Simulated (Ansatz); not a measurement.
Li, DFT, PBE, all-electron LAPW, scalar-relativistic (Ansatz 0.2.0), run on 1 thread of Intel(R) Xeon(R) 6975P-C (Granite Rapids) on a shared host.

The structure is an experimental refinement, used without relaxation. The listed cell was then made from it by scaling, straining or moving an atom.

Command: `ansatz run input.yaml --threads 1 --pin off --max-ram 6144MiB --backend cpu --events-out ev --progress --plain --runs-dir out`

```yaml
crystal:
  lattice:
    - [1.5504989657, 0.8951809952, 7.360651]
    - [-1.5504989657, 0.8951809952, 7.360651]
    - [0.0, -1.7903619905, 7.360651]
  atoms:
    - { symbol: Li, position: [0.0, 0.0, 0.0] }
    - { symbol: Li, position: [0.222, 0.222, 0.222] }
    - { symbol: Li, position: [0.778, 0.778, 0.778] }
kpoints:
  mp_grid: { grid: [12, 12, 12] }
  band_path:
    path:
      - [0.0, 0.0, 0.0]
      - [0.5, 0.5, 0.5]
      - [0.8234728547, 0.1765271453, 0.5]
      - [0.5, -0.1765271453, 0.1765271453]
      - [0.5, 0.0, 0.0]
      - [0.0, 0.0, 0.0]
      - [0.3382635726, -0.3382635726, 0.0]
      - [0.6617364274, 0.0, 0.3382635726]
      - [0.5, 0.0, 0.5]
    npoints: 5
scf:
  occupations: { method: fermi_dirac, width: 0.05 }
hamiltonian:
  xc: pbe
  pseudopotentials: { kind: all_electron, lapw: { basis_error: 0.001 } }
output:
  forces: true
  stress: true
  eigenvalues: true
```

Q: How large is the problem that the program sets up?

A: 189 irreducible k-points, 75 plane waves at Γ, 9 bands.

Q: Estimate the wall time and the peak memory.

A: 3.8 s of wall time for 6 SCF iterations, with a peak of 0.29 GiB. Times on shared machines scatter by tens of per cent.
